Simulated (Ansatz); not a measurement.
**Equation of state of Mg3Sb2 and its gap**

A database entry relaxed whole under r2SCAN (P-3m1):

```
Mg Sb
1.0
     4.57151    0.00000    0.00000
    -2.28575    3.95904    0.00000
     0.00000    0.00000    7.24490
Mg Sb
3 2
Cartesian
  0.0000 2.6394 4.5897
  2.2858 1.3197 2.6552
  0.0000 0.0000 0.0000
  0.0000 2.6394 1.6567
  2.2858 1.3197 5.5882
```

The cell was scaled uniformly, its shape held, and the atoms relaxed at each volume with plane-wave PAW DFT (Ansatz 0.2.0; r2SCAN, 500 eV, 6×6×4 Γ-centred mesh, fermi-dirac occupations of width 0.020 eV; no spin, no spin-orbit coupling). One row is withheld.

```tsv
volume (Å³/atom)	energy over the lowest (meV/atom)	pressure (GPa)	gap over mesh and path (eV)
24.651	14.8	3.21	0.520
25.176	?	?	?
25.700	1.5	0.94	0.579
26.225	0.0	-0.03	0.603
26.749	1.5	-0.90	0.624
27.274	5.8	-1.69	0.643
27.798	12.5	-2.40	0.659
```

Question: Fit the pressures of the other rows to the third-order Birch-Murnaghan form.

Answer: With f = [(V₀/V)^(2/3) − 1]/2 and P = 3B₀f(1 + 2f)^(5/2)[1 + 3(B₀′ − 4)f/2], least squares gives V₀ = 26.21 Å³ an atom, B₀ = 46.1 GPa and B₀′ = 4.2; the rows miss the fit by less than 0.01 GPa. The slope of the energies differs from these pressures by less than 0.05 GPa.

Question: How does the gap move with volume?

Answer: A parabola in ln(V/V₀) through the other rows has the slope dE_g/d ln V = +1.1 eV at V₀, so by B₀ the gap moves by -25 meV a GPa at this fixed shape: it narrows under pressure.

Question: What does the withheld row hold?

Answer: The fit gives 2.02 GPa at 25.176 Å³; the run gave 2.02 GPa and 6.3 meV an atom. Its gap is 0.551 eV, against 0.551 eV from the parabola.

Caveats: the shape of the cell was held, so B₀ is an upper bound where the axes differ in stiffness; 0 K, fixed nuclei; the symmetry was kept, and this need not be the phase that is stable at 0 K; one mesh for all volumes; r2SCAN gaps lie as a rule under measured ones; the slope of the gap can be off by tens of per cent, more where shallow d levels or spin-orbit coupling act on the edges; no spin-orbit coupling, which narrows gaps of heavier elements; pressure is positive in compression.
